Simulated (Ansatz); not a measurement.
Crystal: MnO.

```
Mn O
1.0
     3.37170    0.00000    0.00000
    -1.68585    2.91998    0.00000
     0.00000    0.00000    5.38550
Mn O
2 2
Direct
  0.66667 0.33333 0.51096
  0.33333 0.66667 0.01096
  0.66667 0.33333 0.87547
  0.33333 0.66667 0.37547
```

Measurements of this composition are mostly on another form, of space group No. 225.

Base run:

| Item | Value |
| --- | --- |
| Program | Ansatz 0.2.0 |
| Functional | PBE |
| Potentials or basis | Ansatz PAW |
| Cutoff | 420 eV (not typed: the program's choice for these potentials) |
| k mesh | 9 × 9 × 5 |
| Occupations | fermi-dirac, width 0.05 eV |
| Spin | no spin polarisation |

Its results: band gap on the k mesh none (metal or under the smearing width); pressure -29.1 GPa; largest force 0.305 eV/Å.

Problem. The run is repeated on the same cell with these changes: spin from no spin polarisation to collinear spin, antiferromagnetic start. What comes out?

Solution. Band gap on the k mesh none (metal or under the smearing width); pressure -0.4 GPa; net moment 0.00 μB per cell; site moments Mn +3.70, -3.70; O -0.08, +0.08 μB; largest force 0.083 eV/Å.

Caveats: semilocal functionals often make such compounds metallic where correlation or magnetic order opens a gap, which also shifts bond lengths; a pressure of tens of GPa on the cell as given is suspect, and the run, the potentials or the cell itself is likely at fault (some runs).
